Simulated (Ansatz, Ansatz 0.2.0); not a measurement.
# Lattice constant of pyrite-type ZnS₂: PBEsol and the effect of dispersion corrections

## Reference data

ZnS₂ in the pyrite structure is made under high pressure and can be retained metastably at ambient conditions. The reference is a cubic lattice constant of 5.954 Å, taken from a printed reference work on magnetic and electrical properties of pyrite-type dichalcogenides. It is a compiled value; neither the method nor the temperature is given with it. The most natural reading is an X-ray lattice constant of the quenched product at ambient conditions, and the comparison below rests on that reading. A metastable sample of this kind may carry some strain or deviate slightly from ideal composition, which is a general reservation and not a specific objection to this value.

| compared with | measured | source's wording or label | method |
| --- | --- | --- | --- |
| a (Å) | 5.954 | cubic lattice constant | compiled value, method not stated |

Conditions are those given with the value in the passage it was taken from; "not stated" means there, and the paper may say more elsewhere. The values are a selection: others may have been left out beforehand as unlike or outlying.

## Method

The aim is the lattice constant a of ordered, non-magnetic ZnS₂, computed by relaxing the cell and atoms of the 12-atom primitive cell in space group Pa-3. Success is set at agreement within 1 %, about 0.06 Å. That limit leaves room for the usual error of a good semilocal functional and for the difference between a static computed lattice and a sample at finite temperature, roughly a few tenths of a per cent in length for a solid of this kind. It is still narrow enough to expose a functional that binds clearly too strongly or too weakly.

PBEsol is the natural level: it was designed for equilibrium properties of solids, and the filled Zn d shell gives no reason to begin with a Hubbard correction. LDA is passed over as the main level because it usually makes lattices too small; it serves better as a neighbour for scale. The PBEsol result is to be checked for basis, k mesh and potentials before it is judged.

The starting cell, with a = 5.945 Å, comes from an earlier calculation. Its closeness to the reference is therefore no experimental confirmation, and it serves only as a starting point.

Plain PBE isn't shown in this study.

System: ZnS2, pyrite; Pa-3 (No. 205), 12 atoms in the primitive cell; the database structure is a structure relaxed by earlier theory (a GGA or r2SCAN, not named), not a measurement: a = 5.945 Å; structure from the Materials Project.

On the selection of runs and values: Further runs on this system are not shown.

## 1. PBEsol relaxation of the pyrite cell

The PBEsol relaxation with the PAW set at its default cutoff and a 4×4×4 mesh supplies the value to which the later checks refer. A lattice constant slightly below the reference is expected, since the calculation contains neither thermal nor zero-point expansion.

**Run 1.** Ansatz 0.2.0: PBEsol, cell and atoms relaxed from the database structure, PAW set soft_2, cutoff 420 eV (default), 4x4x4 k mesh, Gaussian smearing 0.02 eV.

Key lines of the input:
```
crystal:
  # lattice and atoms
kpoints:
  mp_grid: { grid: [4, 4, 4] }
hamiltonian:
  xc: pbesol
scf:
  occupations: { method: gaussian, width: 0.02 }
output:
  forces: true
  stress: true
relax:
  adjacent_minimum: "off"
  f_tol: 0.005
  max_steps: 60
  cell: { stress_tol: 0.03 }
```

Command:
```
ansatz run input.yaml --threads 4 --pin off --max-ram 16384MiB --backend cpu --events-out ev --progress --plain --runs-dir out
```

Selected lines of the output:
```
relax step   4: F+E_penalty+E_count = -20208.00056586 eV  [...]  max|allowed force component| = 1.463e-5 eV/Å  [...]  P = -0.000 GPa  Ω = 204.237 Å³  [...]
relax step   5: F+E_penalty+E_count = -20207.99871980 eV  [...]  max|allowed force component| = 4.462e-6 eV/Å  [...]  P = -0.002 GPa  Ω = 204.237 Å³  [...]
--- Relaxed structure (4 steps of the walk, 4 accepted, 1 SCFs on fresh bases) ---
    - [5.889044542083955, 0.0, 0.0]
```

Converged; 15 s on 4 cores of Arm Neoverse V1, shared host.

| quantity | run 1 | measured | deviation |
| --- | --- | --- | --- |
| a (Å) | 5.889 | 5.954 | −0.065 (−1.1 %) |
| conventional cell volume (Å³) | 204.24 |  |  |

PBEsol gives a = 5.889 Å, 1.1 % below the reference and just outside the 1 % limit. The sign is the one expected, but the shortfall is larger than thermal and zero-point expansion would ordinarily explain alone. Those effects would reduce the discrepancy, and a modest allowance for them would bring the value inside the limit. The relaxation itself ended cleanly, with negligible forces and pressure, so the remaining numerical questions are the basis, the k mesh and the potentials.

## 2. Higher cutoff and denser mesh

With the result this close to the limit, a shift of a few thousandths of an ångström could change the call. The cutoff is therefore raised to 590 eV and, separately, the mesh to 6×6×6, each from the same starting cell. For a semiconductor with a cell of this size the mesh should matter little; the cutoff is the more likely source of a visible change, because the stress converges more slowly with the basis than the energy does.

**Run 2.** Ansatz 0.2.0: PBEsol, cell and atoms relaxed from the database structure, PAW set soft_2, cutoff 590 eV, 4x4x4 k mesh, Gaussian smearing 0.02 eV.

Key lines of the input, as changed from run 1:
```diff
+ basis:
+   ecutwfc: 590.0
```

Selected lines of the output:
```
--- Relaxed structure (4 steps of the walk, 4 accepted, 1 SCFs on fresh bases) ---
  cell:  # Å, volume = 204.2094 Å³
    - [5.888779152869018, 0.0, 0.0]
```

Converged; took 28 s.

**Run 3.** Ansatz 0.2.0: PBEsol, cell and atoms relaxed from the database structure, PAW set soft_2, cutoff 420 eV (default), 6x6x6 k mesh, Gaussian smearing 0.02 eV.

Key lines of the input, as changed from run 1:
```diff
  kpoints:
-   mp_grid: { grid: [4, 4, 4] }
+   mp_grid: { grid: [6, 6, 6] }
```

Selected lines of the output:
```
--- Relaxed structure (4 steps of the walk, 4 accepted, 1 SCFs on fresh bases) ---
  cell:  # Å, volume = 204.2337 Å³
    - [5.889012624486308, 0.0, 0.0]
```

Converged; took 37 s.

| quantity | run 2 | run 3 | measured |
| --- | --- | --- | --- |
| a (Å) | 5.889 | 5.889 | 5.954 |
| conventional cell volume (Å³) | 204.21 | 204.23 |  |

Neither setting matters at the level of the comparison. The higher cutoff and the denser mesh each leave a at 5.889 Å, with changes below 0.001 Å, whereas about 0.005 Å would be needed to bring the result inside the limit. The visible cutoff effect thought possible did not appear. The narrow miss therefore does not come from the plane-wave basis or the k mesh.

## 3. PBEsol with norm-conserving pseudopotentials

The potentials are the remaining numerical ingredient that could move the lattice constant by the small amount in question. The relaxation is repeated with PseudoDojo norm-conserving pseudopotentials, keeping the functional, the 4×4×4 mesh and the starting cell. A result near 5.89 Å would leave the functional, the missing thermal and zero-point expansion, and the reference itself as the places to look for the difference.

**Run 4.** Ansatz 0.2.0: PBEsol, PseudoDojo norm-conserving pseudopotentials, cell and atoms relaxed from the database structure, cutoff 1143 eV (default), 4x4x4 k mesh, Gaussian smearing 0.02 eV.

Key lines of the input, as changed from run 1:
```diff
  hamiltonian:
+   pseudopotentials: { kind: nc, accuracy: standard }
```

Selected lines of the output:
```
--- Relaxed structure (4 steps of the walk, 4 accepted, 1 SCFs on fresh bases) ---
  cell:  # Å, volume = 204.1444 Å³
    - [5.8881541363900265, 0.0, 0.0]
```

Converged; took 75 s.

| quantity | run 4 | measured | deviation |
| --- | --- | --- | --- |
| a (Å) | 5.888 | 5.954 | −0.066 (−1.1 %) |
| conventional cell volume (Å³) | 204.14 |  |  |

The norm-conserving pseudopotentials give a = 5.888 Å, within 0.001 Å of the PAW result. Two independently constructed sets of potentials thus agree far more closely with each other than either does with the reference. The shortfall of 1.1 % belongs to the static PBEsol lattice and is not a product of the PAW set.

## 4. LDA and BLYP+D3(BJ) for scale

What remains is to see how strongly the lattice constant depends on the functional. LDA is expected to give a smaller cell than PBEsol. BLYP usually binds solids too weakly, and the D3(BJ) dispersion term offsets part of that, so this combination is expected to lie above PBEsol; whether it also exceeds the reference is open. Adding dispersion to PBEsol is passed over, because the extra attraction should shorten a lattice that is already too short.

**Run 5.** Ansatz 0.2.0: LDA, cell and atoms relaxed from the database structure, PAW set soft_2, cutoff 420 eV (default), 4x4x4 k mesh, Gaussian smearing 0.02 eV.

Key lines of the input, as changed from run 1:
```diff
  hamiltonian:
-   xc: pbesol
+   xc: lda
```

Selected lines of the output:
```
--- Relaxed structure (5 steps of the walk, 5 accepted, 1 SCFs on fresh bases) ---
    - [5.828080909737019, 0.0, 0.0]
```

Converged; took 18 s.

**Run 6.** Ansatz 0.2.0: BLYP+D3(BJ), cell and atoms relaxed from the database structure, PAW set soft_2, cutoff 420 eV (default), 4x4x4 k mesh, Gaussian smearing 0.02 eV.

Key lines of the input, as changed from run 1:
```diff
  hamiltonian:
-   xc: pbesol
+   xc: blyp
+   dispersion: d3bj
```

Selected lines of the output:
```
relax step   1: F+E_penalty+E_count = -20579.56930191 eV  [...]  max|allowed force component| = 2.433e-1 eV/Å  [...]  P = +0.536 GPa  Ω = 210.160 Å³  (7 SCF iters, dr2 threshold 1.00e-7 eV [...]
relax step   4: F+E_penalty+E_count = -20579.59380212 eV  [...]  max|allowed force component| = 4.720e-3 eV/Å  [...]  P = +0.018 GPa  Ω = 210.128 Å³  [...]
    - [5.945128950475443, 0.0, 0.0]
```

Converged; took 14 s.

| quantity | run 5 | run 6 | measured |
| --- | --- | --- | --- |
| a (Å) | 5.828 | 5.945 | 5.954 |
| conventional cell volume (Å³) | 197.96 | 210.13 |  |

LDA gives a = 5.828 Å, about 2 % below the reference, and BLYP+D3(BJ) gives 5.945 Å, 0.1 % below it. PBEsol lies between them, in the order anticipated. The two neighbours differ by 0.117 Å, far more than any change made by cutoff, mesh or potentials in the PBEsol checks, so the choice of functional dominates the result.

BLYP+D3(BJ) meets the 1 % target. Its lattice constant coincides with that of the starting cell to the third decimal, which calls for a look at the relaxation. At the first step there were still forces of about 0.24 eV/Å and a pressure of 0.536 GPa; as the atoms relaxed, the pressure fell to 0.018 GPa with almost no change in volume. The cell is therefore close to equilibrium at this level and was not simply left where it started. The cutoff, mesh and potential checks were made with PBEsol and do not carry over as a test of this result. The closeness may also owe something to compensation between the weak binding usual for BLYP and the added dispersion attraction.

## Comparison with experiment

| run | settings | a (Å) | deviation | cost |
| --- | --- | --- | --- | --- |
| 1 | PBEsol, PAW set soft_2, cutoff 420 eV (default), 4x4x4 k mesh | 5.889 | −0.065 (−1.1 %) | 62 core-s |
| 2 | PBEsol, PAW set soft_2, cutoff 590 eV, 4x4x4 k mesh | 5.889 | −0.065 (−1.1 %) | 1.9 core-min |
| 3 | PBEsol, PAW set soft_2, cutoff 420 eV (default), 6x6x6 k mesh | 5.889 | −0.065 (−1.1 %) | 2.5 core-min |
| 4 | PBEsol, PseudoDojo norm-conserving pseudopotentials, cutoff 1143 eV (default), 4x4x4 k mesh | 5.888 | −0.066 (−1.1 %) | 5 core-min |
| 5 | LDA, PAW set soft_2, cutoff 420 eV (default), 4x4x4 k mesh | 5.828 | −0.126 (−2.1 %) | 71 core-s |
| 6 | BLYP+D3(BJ), PAW set soft_2, cutoff 420 eV (default), 4x4x4 k mesh | 5.945 | −0.009 (−0.1 %) | under 1 core-min |
|  | measured | 5.954 |  |  |

Further runs on the same system, made beside this series (convergence steps with loose settings among them):

| further | settings | a (Å) | deviation | cost |
| --- | --- | --- | --- | --- |
| F1 | PBEsol+D3(BJ), PAW set soft_2, cutoff 420 eV (default), 4x4x4 k mesh | 5.824 | −0.130 (−2.2 %) | 63 core-s |
| F2 | BLYP, PAW set soft_2, cutoff 420 eV (default), 4x4x4 k mesh | 6.146 | +0.192 (+3.2 %) | 76 core-s |
| F3 | PBEsol, PAW set soft_2, cutoff 420 eV (default), 2x2x2 k mesh | 5.895 | −0.059 (−1.0 %) | under 1 core-min |
|  | measured | 5.954 |  |  |

## Discussion

PBEsol, the level chosen for this study, narrowly misses the 1 % target: a = 5.889 Å against 5.954 Å, or 1.1 % too short, at a cost of 62 core-seconds. The miss is narrow, and the shortfall is about half that of LDA.

The higher cutoff, denser mesh and norm-conserving pseudopotentials each moved the result by no more than about 0.001 Å, so the miss is not a numerical artefact of these settings. The 2×2×2 mesh gives 5.895 Å, just inside the limit, but only because the sampling is too coarse; the denser meshes remove that apparent pass.

BLYP+D3(BJ) comes within 0.009 Å of the reference through a large compensation. BLYP alone is 0.192 Å too long, and the dispersion term shortens the lattice by about 0.20 Å. This close agreement is therefore weak evidence that the bonding is described correctly, and checks of its cutoff and mesh are not shown in this report. Adding D3(BJ) to PBEsol increases the shortfall to 2.2 %, close to that of LDA.

Thermal and zero-point expansion would lengthen the computed PBEsol lattice. The few tenths of a per cent allowed for them in the plan would bring it inside the target, but would probably leave most of the difference. Overbinding by PBEsol is a plausible cause of the remainder. Strain or off-stoichiometry in the quenched high-pressure sample could also contribute, with unknown sign and size; the single compiled value cannot separate these possibilities. A relaxation with the meta-GGA r²SCAN, not shown in this report, would be a useful comparison.

[Logs are printed without paths, hosts, clocks, repeated set-up lines and the standing remarks that a program may print on its own settings, such as how far it seeks lower states.]

[The runs shown are a pick from a larger set of finished runs; failed, doubtful and other runs were left out of it ahead of writing. So were measured values far from every level or from commonly accepted values, and agreement can look better than it is. Lines of input and output are excerpts and may be shortened.]
